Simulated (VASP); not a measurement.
# Bi (Im-3m) in VASP: a series of runs, part 2 of 2

VASP 6.6.1. The steps go on from the part before.

### Step 3. Relaxation of cell and atoms, PBE

This run uses another cell than the first one, of 32.10 Å³/atom, 1.032 times its volume.

File INCAR:

```
SYSTEM = Bi
PREC     = Accurate       ! precision mode
ENCUT    = 300            ! plane-wave cutoff, eV
EDIFF    = 1E-7           ! SCF threshold, eV
ISMEAR   = 1              ! smearing method
SIGMA    = 0.1            ! smearing width, eV
LREAL    = .False.        ! projectors in reciprocal space
LASPH    = .True.         ! aspherical terms in the spheres
NELM     = 80             ! most SCF steps
ALGO     = Normal         ! electronic algorithm
ISIF     = 3              ! what is computed and relaxed
LWAVE    = .False.        ! write WAVECAR
LCHARG   = .False.        ! write CHGCAR
GGA      = PE             ! functional
IBRION   = 2              ! ionic algorithm
NSW      = 90             ! ionic steps
EDIFFG   = -0.005         ! ionic threshold
```

File KPOINTS:

```
Automatic mesh
0
Gamma
  7 7 7
  0 0 0
```

File POSCAR:

```
Bi                                      
1.0
   -2.0021008356      2.0021008356      2.0021008356
    2.0021008356     -2.0021008356      2.0021008356
    2.0021008356      2.0021008356     -2.0021008356
  Bi            
     1
Direct
     0.0000000000000000    0.0000000000000000    0.0000000000000000
```

Potentials or basis: VASP PAW PBE potentials, release 64 (Bi).

Started as:

```bash
> cat potpaw_PBE.64/Bi/POTCAR > POTCAR
> mpirun -np 1 vasp_std > vasp.out
```

OUTCAR:

```text
SYSTEM = Bi
   PREC = Accurate
   ENCUT = 300
   EDIFF = 1E-7
   ISMEAR = 1
   LREAL = .False.
   LASPH = .True.
   NELM = 80
   ISIF = 3
   GGA = PE
   IBRION = 2
   NSW = 90
   EDIFFG = -0.005

 ion  position               nearest neighbor table
   1  0.000  0.000  0.000-

  LATTYP: Found a body centered cubic cell.
 ALAT       =     4.0042016712

  Lattice vectors:

 A1 = (  -2.0021008356,   2.0021008356,   2.0021008356)
 A2 = (   2.0021008356,  -2.0021008356,   2.0021008356)
 A3 = (   2.0021008356,   2.0021008356,  -2.0021008356)

Analysis of symmetry for initial positions (statically):
=====================================================================
 Subroutine PRICEL returns:
 Original cell was already a primitive cell.

 Routine SETGRP: Setting up the symmetry group for a
 body centered cubic supercell.

 Subroutine GETGRP returns: Found 48 space group operations
 (whereof 48 operations were pure point group operations)
 out of a pool of 48 trial point group operations.

The static configuration has the point symmetry O_h .

Analysis of symmetry for dynamics (positions and initial velocities):
=====================================================================
 Subroutine PRICEL returns:
 Original cell was already a primitive cell.

 Routine SETGRP: Setting up the symmetry group for a
 body centered cubic supercell.

 Subroutine GETGRP returns: Found 48 space group operations
 (whereof 48 operations were pure point group operations)
 out of a pool of 48 trial point group operations.

The dynamic configuration has the point symmetry O_h .

 Subroutine INISYM returns: Found 48 space group operations
 (whereof 48 operations are pure point group operations),
 and found     1 'primitive' translations

----------------------------------------------------------------------------------------

                                     Primitive cell

  volume of cell :      32.1009

  direct lattice vectors                    reciprocal lattice vectors
    -2.002100836  2.002100836  2.002100836     0.000000000  0.249737671  0.249737671
     2.002100836 -2.002100836  2.002100836     0.249737671  0.000000000  0.249737671
     2.002100836  2.002100836 -2.002100836     0.249737671  0.249737671  0.000000000

  length of vectors
     3.467740369  3.467740369  3.467740369     0.353182402  0.353182402  0.353182402

  position of ions in fractional coordinates (direct lattice)
     0.000000000  0.000000000  0.000000000

  ion indices of the primitive-cell ions
   primitive index   ion index
                 1           1

----------------------------------------------------------------------------------------

 KPOINTS: Automatic mesh

Automatic generation of k-mesh.
 Grid dimensions read from file:
 generate k-points for:    7    7    7

 Generating k-lattice:

  Cartesian coordinates                     Fractional coordinates (reciprocal lattice)
     0.000000000  0.035676810  0.035676810     0.142857143  0.000000000  0.000000000
     0.035676810  0.000000000  0.035676810     0.000000000  0.142857143  0.000000000
     0.035676810  0.035676810  0.000000000     0.000000000  0.000000000  0.142857143

  Length of vectors
     0.050454629  0.050454629  0.050454629

  Shift w.r.t. Gamma in fractional coordinates (k-lattice)
     0.000000000  0.000000000  0.000000000

 Subroutine IBZKPT returns following result:
 ===========================================

 Found     20 irreducible k-points:

 Following reciprocal coordinates:
            Coordinates               Weight
  0.000000  0.000000  0.000000      1.000000
  0.142857  0.000000  0.000000     12.000000
  0.285714  0.000000  0.000000     12.000000
  0.428571  0.000000  0.000000     12.000000
  0.142857  0.142857  0.000000     24.000000
  0.285714  0.142857  0.000000     48.000000
[... 12 lines left out ...]
 -0.428571 -0.428571  0.285714      8.000000
 -0.428571  0.428571  0.428571      6.000000
   k-points           NKPTS =     20   k-points in BZ     NKDIM =     20   number of bands    NBANDS=      6
   number of dos      NEDOS =    301   number of ions     NIONS =      1
   total plane-waves  NPLWV =   8000
   dimension x,y,z NGX =    20 NGY =   20 NGZ =   20
   dimension x,y,z NGXF=    40 NGYF=   40 NGZF=   40
   ions per type =               1
   NGX,Y,Z   is equivalent  to a cutoff of   9.59,  9.59,  9.59 a.u.
   NGXF,Y,Z  is equivalent  to a cutoff of  19.18, 19.18, 19.18 a.u.
 SYSTEM =  Bi
   PREC   = accura    normal or accurate (medium, high low for compatibility)
   ISTART =      0    job   : 0-new  1-cont  2-samecut
   ICHARG =      2    charge: 1-file 2-atom 10-const
   ISPIN  =      1    spin polarized calculation?
   LNONCOLLINEAR =      F non collinear calculations
   LSORBIT =      F    spin-orbit coupling
   LASPH  =      T    aspherical Exc in radial PAW
   ENCUT  =  300.0 eV  22.05 Ry    4.70 a.u.   4.90  4.90  4.90*2*pi/ulx,y,z
   NELM   =     80;   NELMIN=  2; NELMDL= -5     # of ELM steps
   EDIFF  = 0.1E-06   stopping-criterion for ELM
   LREAL  =      F    real-space projection
   EDIFFG = -.5E-02   stopping-criterion for IOM
   NSW    =     90    number of steps for IOM
   IBRION =      2    ionic relax: 0-MD 1-quasi-New 2-CG
   NFREE  =      1    steps in history (QN), initial steepest desc. (CG)
   ISIF   =      3    stress and relaxation
   ISYM   =      2    0-nonsym 1-usesym 2-fastsym
   POTIM  = 0.5000    time-step for ionic-motion
   TEBEG  =    0.0;   TEEND  =   0.0 temperature during run
   PSTRESS=    0.0 pullay stress
   NELECT =       5.0000    total number of electrons
   NUPDOWN=      -1.0000    fix difference up-down
   EMIN   =  10.00;   EMAX   =-10.00  energy-range for DOS
   EFERMI =   0.00;   METHOD = LEGACY
   ISMEAR =     1;   SIGMA  =   0.10  broadening in eV -4-tet -1-fermi 0-gaus
   EFERMI_NEDOS =   21; number of points for ismear=-14 and -15
   IALGO  =     38    algorithm
   IMIX   =      4    mixing-type and parameters
     AMIX     =   0.40;   BMIX     =  1.00
     AMIX_MAG =   1.60;   BMIX_MAG =  1.00
  volume/ion in A,a.u.               =      32.10       216.63
  Fermi-wavevector in a.u.,A,eV,Ry     =   0.880830  1.664528 10.556242  0.775862
  Thomas-Fermi vector in A             =   2.001244
   LORBIT       =      0    0 simple, 1 ext, 2 COOP (PROOUT), +10 PAW based schemes
   GGA     = PE    functional components
   LHFCALC =     F    Hartree Fock is set to
   AEXX    =    0.0000 exact exchange contribution
   IVDW    =     0    specifies the selected vdW correction
   LEPSILON=     F    determine dielectric tensor
   LRPA    =     F    only Hartree local field effects (RPA)
 conjugate gradient relaxation of ions
 non-spin polarized calculation
 Methfessel and Paxton  Order N= 1 SIGMA  =   0.10
  energy-cutoff  :      300.00
  volume of cell :       32.10
 maximum number of plane-waves:       391
   NGX =  9   NGY =  9   NGZ =  9

 number of electron       5.0000002 magnetization

 Free energy of the ion-electron system (eV)
  ---------------------------------------------------
  ext. energy  EPLUGINS =         0.00000000
  ---------------------------------------------------
  free energy    TOTEN  =        -3.71112223 eV

  energy without entropy =       -3.70806593  energy(sigma->0) =       -3.71010347

 E-fermi :   6.2667     XC(G=0):  -9.9714

 val. band max:        6.2463028284   @ k =  -0.4286   0.4286   0.2857
 cond. band min:       6.5107350799   @ k =  -0.2857   0.2857   0.2857
 fundamental gap:      0.2644322515
 Fermi energy:         6.2666583385

 k-point     1 :       0.0000    0.0000    0.0000
  band No.  band energies     occupation
      1      -6.9611      2.00000
      2      11.2516      0.00000
      3      11.2516      0.00000
      4      11.2516      0.00000
      5      15.0762      0.00000
      6      16.8160      0.00000

 k-point     2 :       0.1429    0.0000    0.0000
  band No.  band energies     occupation
      1      -6.6060      2.00000
      2       8.4468      0.00000
      3      10.3247      0.00000
      4      10.9519      0.00000
      5      14.4871      0.00000
      6      15.3296      0.00000
[... 154 lines left out ...]
 k-point    20 :      -0.4286    0.4286    0.4286
  band No.  band energies     occupation
      1      -2.4049      2.00000
      2       4.3570      2.00000
      3       4.8280      2.00000
      4       4.8280      2.00000
      5      10.0324      0.00000
      6      10.9604      0.00000

------------------------ aborting loop because EDIFF is reached ----------------------------------------

  FORCE on cell =-STRESS in cart. coord.  units (eV):
  Direction    XX          YY          ZZ          XY          YZ          ZX
  --------------------------------------------------------------------------------------
  -------------------------------------------------------------------------------------
  Total        0.0006661      0.0006661      0.0006661     -0.0000000     -0.0000000      0.0000000
  in kB        0.0332478      0.0332478      0.0332478     -0.0000000     -0.0000000      0.0000000
  external PRESSURE =       0.0332478 kB  Pullay stress =       0.0000000 kB

 VOLUME and BASIS-vectors are now :
 -----------------------------------------------------------------------------
  energy-cutoff  :      300.00
  volume of cell :       32.10
      direct lattice vectors                 reciprocal lattice vectors
    -2.002100836  2.002100836  2.002100836     0.000000000  0.249737671  0.249737671
     2.002100836 -2.002100836  2.002100836     0.249737671  0.000000000  0.249737671
     2.002100836  2.002100836 -2.002100836     0.249737671  0.249737671  0.000000000

 POSITION                                       TOTAL-FORCE (eV/Angst)
 -----------------------------------------------------------------------------------
      0.00000      0.00000      0.00000        -0.000000     -0.000000      0.000000
 -----------------------------------------------------------------------------------
    total drift:                                0.000000      0.000000     -0.000000

  FREE ENERGIE OF THE ION-ELECTRON SYSTEM (eV)
  ---------------------------------------------------
  free  energy   TOTEN  =        -3.7111222327 eV

  energy  without entropy=       -3.7080659308  energy(sigma->0) =       -3.71010347

 reached required accuracy - stopping structural energy minimisation
```

Wall time 3.2 s (1 thread of Intel Xeon 6975P-C (Granite Rapids), shared host); peak memory 0.11 GiB.

Results:

```yaml
Free_energy: -3.7111 eV
Pressure_after_relaxing: 0.0 GPa
Band_gap_on_the_k_mesh: none (metal or under the smearing width)
```

Final structure:
```
Bi
1.0
    -2.00210    2.00210    2.00210
     2.00210   -2.00210    2.00210
     2.00210    2.00210   -2.00210
Bi
1
Direct
  0.00000 0.00000 0.00000
```

Levels at points of the mesh, in eV from the Fermi level:
```csv
k point,band 1,band 2,band 3,band 4,band 5,band 6
"(0.00, 0.00, 0.00)",-13.23,4.98,4.98,4.98,8.81,10.55
```

Caveat: the relaxation stopped at its first step, so nothing moved; spin-orbit coupling is left out, which moves the levels of the heavy elements.

### Step 4. Relaxation of the atoms, PBE (a relaxed cell with its volume scaled by 0.94)

Edit INCAR of step 3 so:

```diff
@@ -9,4 +9,4 @@
 NELM     = 80             ! most SCF steps
-ALGO     = Normal         ! electronic algorithm
-ISIF     = 3              ! what is computed and relaxed
+ALGO     = Fast           ! electronic algorithm
+ISIF     = 2              ! what is computed and relaxed
 LWAVE    = .False.        ! write WAVECAR
@@ -15,3 +15,3 @@
 IBRION   = 2              ! ionic algorithm
-NSW      = 90             ! ionic steps
-EDIFFG   = -0.005         ! ionic threshold
+NSW      = 40             ! ionic steps
+EDIFFG   = -0.01          ! ionic threshold
```

KPOINTS is that of step 3.

File POSCAR:

```
Bi                                      
1.0
   -1.9612301668      1.9612301668      1.9612301668
    1.9612301668     -1.9612301668      1.9612301668
    1.9612301668      1.9612301668     -1.9612301668
  Bi            
     1
Direct
     0.0000000000000000    0.0000000000000000    0.0000000000000000
```

Started as:

```bash
> cat potpaw_PBE.64/Bi/POTCAR > POTCAR
> mpirun -np 1 vasp_std > vasp.out
```

Wall time 4.7 s (1 thread of Intel Xeon 6975P-C (Granite Rapids), shared host); peak memory 0.12 GiB.

The run converged. Its results:

- Free energy: -3.6900 eV
- Pressure after relaxing: 3.7 GPa
- Band gap on the k mesh: none (metal or under the smearing width)

Final structure:
```
Bi
1.0
    -1.96123    1.96123    1.96123
     1.96123   -1.96123    1.96123
     1.96123    1.96123   -1.96123
Bi
1
Cartesian
  0.0000 0.0000 0.0000
```

Levels at points of the mesh, in eV from the Fermi level:
```csv
k point,band 1,band 2,band 3,band 4,band 5,band 6
"(0.00, 0.00, 0.00)",-13.66,5.43,5.43,5.43,9.60,10.55
```

Caveat: the relaxation stopped at its first step, so nothing moved; spin-orbit coupling is left out, which moves the levels of the heavy elements.
